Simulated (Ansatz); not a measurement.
System: zinc-blende ZnTe. Method: PBE in Ansatz (PAW).

Settings: plane-wave cutoff 520 eV, 10×10×10 k mesh, Fermi–Dirac smearing 0.01 eV, scalar-relativistic PAW data made under PBE.

Pressure at four volumes; x = ln(V/29.489 Å³). One pressure is withheld.

```json
[
 {"V (Å³/atom)": "27.720", "x": "-0.0619", "P (GPa)": "3.09"},
 {"V (Å³/atom)": "29.489", "x": "0.0000", "P (GPa)": "0.00"},
 {"V (Å³/atom)": "30.669", "x": "0.0392", "P (GPa)": "-1.55"},
 {"V (Å³/atom)": "31.259", "x": "0.0583", "P (GPa)": "?"}
]
```

**Question.** Pass a parabola P(x) through the three rows shown, estimate the bulk modulus and its pressure derivative near zero pressure, and predict the withheld pressure.

**Answer.** Slopes between the rows: (0.00 − (3.09))/(0.0000 − (-0.0619)) = -49.92 and (-1.55 − (0.00))/(0.0392 − (0.0000)) = -39.54 GPa. Their difference over the span 0.1011 is c = 10.38/0.1011 = 102.7 GPa, so P(x) = 3.09 + (-49.92)(x − (-0.0619)) + 102.7 (x − (-0.0619))(x − (0.0000)). At the middle row B = −dP/dx = −[-49.92 + 102.7 × 0.0619] = 43.6 GPa, and B′ = dB/dP = 2c/B = 4.7. At x = 0.0583 the parabola gives -2.19 GPa; the run gives -2.20 GPa. The Birch–Murnaghan fit to the energies at all volumes has B0 = 43.3 GPa and B′ = 4.7.

Measured, for comparison: bulk modulus 51 ± 3 GPa (room temperature, no zero-point or thermal correction; as tabulated in Determination of phase transition pressures of ZnTe under quasihydrostatic …). Computed less measured: bulk modulus -15 %.

Spin–orbit coupling is not included.

Ansatz is a quantum-chemistry and plane-wave program.
